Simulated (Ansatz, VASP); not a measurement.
## One calculation of ZrS, two programs

```
Zr S
1.0
     0.00000    2.57141    2.57141
     2.57141    0.00000    2.57141
     2.57141    2.57141    0.00000
Zr S
1 1
Direct
  0.00000 0.00000 0.00000
  0.50000 0.50000 0.50000
```

Change from the starting cell: volume scaled by 0.94.

Alike in both runs: task single point; functional PBEsol; k mesh 9 × 9 × 9; occupations fermi-dirac, width 0.05 eV; no spin polarisation.

|  | VASP | Ansatz |
| --- | --- | --- |
| version | VASP 6.6.1 | Ansatz 0.2.0 |
| potentials or method | VASP PAW PBE potentials, release 64 (Zr_sv, S) | Ansatz PAW |
| plane-wave cutoff (eV) | 520 | 420 |
| valence electrons in the cell | 18 | 18 |

VASP gave:

```
gap on the k mesh at the Fermi level (eV) : none
pressure (GPa)                            : 2.2
```

Q: Estimate Ansatz's values.

A: gap on the k mesh at the Fermi level (eV): none; pressure (GPa): 2.0.

A gap of «none» marks a metal or a gap that the smearing closes. The functional is the same, so the differences come from potentials, cutoffs and numerics.

Caveats: the PAW data sets were made with another functional, which shifts forces and pressure a little (VASP); the PAW data sets come from PBE, with cores solved anew for the run's functional, which leaves a small shift of forces and pressure (Ansatz).
